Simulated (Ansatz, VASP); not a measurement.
**SiC in VASP and in Ansatz**

Contents of INCAR:

```
SYSTEM = SiC
ALGO = Normal
EDIFF = 1E-7
EDIFFG = -0.01
ENCUT = 520
GGA = PE
IBRION = 2
ISIF = 2
ISMEAR = 0
LASPH = .TRUE.
LCHARG = .FALSE.
LREAL = .FALSE.
LWAVE = .FALSE.
NELM = 100
NSW = 60
PREC = Accurate
SIGMA = 0.02
```

KPOINTS

```
k-points
0
G
  12 12 6
  0 0 0
```

File POSCAR:

```
SiC
1.0
    3.0760000000      0.0000000000      0.0000000000
   -1.5380000000      2.6638941420      0.0000000000
    0.0000000000      0.0000000000      5.0480000000
Si C
2 2
Direct
    0.3333333333      0.6666666667      0.0000000000
    0.6666666667      0.3333333333      0.5000000000
    0.3333333333      0.6666666667      0.3850000000
    0.6666666667      0.3333333333      0.8850000000
```

Input for Ansatz:

```yaml
crystal:
  lattice:
    - [3.076, 0.0, 0.0]
    - [-1.538, 2.663894142, 0.0]
    - [0.0, 0.0, 5.048]
  atoms:
    - { symbol: Si, position: [0.3333333333, 0.6666666667, 0.0] }
    - { symbol: Si, position: [0.6666666667, 0.3333333333, 0.5] }
    - { symbol: C, position: [0.3333333333, 0.6666666667, 0.385] }
    - { symbol: C, position: [0.6666666667, 0.3333333333, 0.885] }
basis:
  ecutwfc: 420
kpoints:
  mp_grid: { grid: [12, 12, 6] }
hamiltonian:
  xc: pbe
scf:
  occupations: { method: gaussian, width: 0.02 }
output:
  forces: true
  stress: true
  eigenvalues: true
relax:
  adjacent_minimum: "off"
  f_tol: 0.01
  max_steps: 40
```

Alike in both runs: task relaxation of the atoms; functional PBE; k mesh 12 × 12 × 6; occupations gaussian, width 0.02 eV; no spin polarisation.

|  | VASP | Ansatz |
| --- | --- | --- |
| version | VASP 6.6.1 | Ansatz 0.2.0 |
| potentials or method | VASP PAW PBE potentials, release 64 (Si, C) | scalar-relativistic, plane waves, PAW |
| plane-wave cutoff (eV) | 520 | 420 |
| valence electrons in the cell | 16 | 16 |

```tsv
	VASP	Ansatz	Ansatz less VASP
gap on the k mesh at the Fermi level, each at its own relaxed structure (eV)	2.27	2.28	+0.003
energy change over the relaxation (meV/atom)	-9	-9	0.0
```

Ansatz warned: «stress_scf_threshold_loose».

A k mesh can miss the band edges.
